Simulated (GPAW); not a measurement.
Runs of GPAW 26.7.0 on ZnSe (Stilleite). The structure is cubic, space group F-43m (No. 216). The conventional cell has a = 5.668 Å, b = 5.668 Å, c = 5.668 Å, α = 90.00°, β = 90.00°, γ = 90.00°. Se (site symmetry -43m) has 4 Zn at 2.45 Å as nearest neighbours. Zn (site symmetry -43m) has 4 Se at 2.45 Å as nearest neighbours. 

```csv
task,level,potentials or basis,spin,cell,k mesh,cutoff (eV),smearing,maxiter,band path,band points,spin axis theta (degrees),spin axis phi (degrees),mesh quality,gap on the mesh (eV),pressure (GPa),V0 of scaled cells (Å³/atom),B0 (GPa)
band structure,SCAN,"GPAW PAW data sets (gpaw-data 1.2.1), pw","SOC, no magnetisation",as given,7 × 7 × 7,600,fermi-dirac 0.05 eV,150,"GXWKGLUWLK,UX",80,54.7,45,not flagged,1.64,-0.8,-,-
dielectric tensor,LDA,"the program's PAW data sets (release 1.2.1) made for this functional, pw",off,as given,7 × 7 × 7,450,fermi-dirac 0.001 eV,150,-,-,-,-,not flagged,1.04,-,-,-
equation of state,PBEsol,"PAW data sets generated in the run's folder for this functional, pw",off,as given,8 × 8 × 8,600,fermi-dirac 0.05 eV,150,-,-,-,-,not flagged,-,-,(a),65
single point,PBEsol,"PAW data sets generated in the run's folder for this functional, pw",off,"atoms moved at random, drawn with an rms of 0.05 Å",8 × 8 × 8,600,fermi-dirac 0.05 eV,150,-,-,-,-,not flagged,1.12,-1.1,-,-
single point,B3LYP,"GPAW PAW data sets (gpaw-data 1.2.1), pw",off,as given,4 × 4 × 4,450,fermi-dirac 0.05 eV,60,-,-,-,-,coarse,2.68,-,-,-
single point,PBEsol,"PAW data sets generated in the run's folder for this functional, pw",off,as given,8 × 8 × 8,600,fermi-dirac 0.05 eV,150,-,-,-,-,not flagged,1.18,-1.2,-,-
band structure,C09-vdW,"GPAW PAW data sets (gpaw-data 1.2.1), pw","SOC, no magnetisation",as given,7 × 7 × 7,600,fermi-dirac 0.05 eV,150,"GXWKGLUWLK,UX",100,0,0,not flagged,1.10,-,-,-
single point,LDA,"the program's PAW data sets (release 1.2.1) made for this functional, pw",off,as given,7 × 7 × 7,450,fermi-dirac 0.05 eV,120,-,-,-,-,not flagged,1.04,-4.0,-,-
band structure,mBEEF,"GPAW PAW data sets (gpaw-data 1.2.1), pw","SOC, no magnetisation",as given,7 × 7 × 7,600,fermi-dirac 0.05 eV,150,"GXWKGLUWLK,UX",80,90,45,not flagged,1.91,0.9,-,-
equation of state,PBEsol+D3,"PAW data sets generated in the run's folder for this functional, pw",off,as given,7 × 7 × 7,600,fermi-dirac 0.05 eV,150,-,-,-,-,not flagged,-,-,(b),72
```

Question: Fill in the values left out.

Answer: (a) 22.35; (b) 21.69.

Caveats: some runs use coarse meshes; the PAW data sets were made with another functional, which shifts forces and pressure a little (some runs); spin-orbit coupling was added after a scalar SCF, so levels and gaps hold it while energy, forces, pressure and moments don't (some runs); this program's spin-orbit splittings come out too wide for heavy elements (some runs); the long-wavelength limit can be off by several per cent where d states take part (some runs); exact exchange converges slowly with the k mesh, and this mesh is small (some runs); the cutoff is short for stress and forces, so pressures can be off by a GPa or more (some runs).

A k mesh can miss the band edges, and rows without SOC leave out spin-orbit coupling on Se.
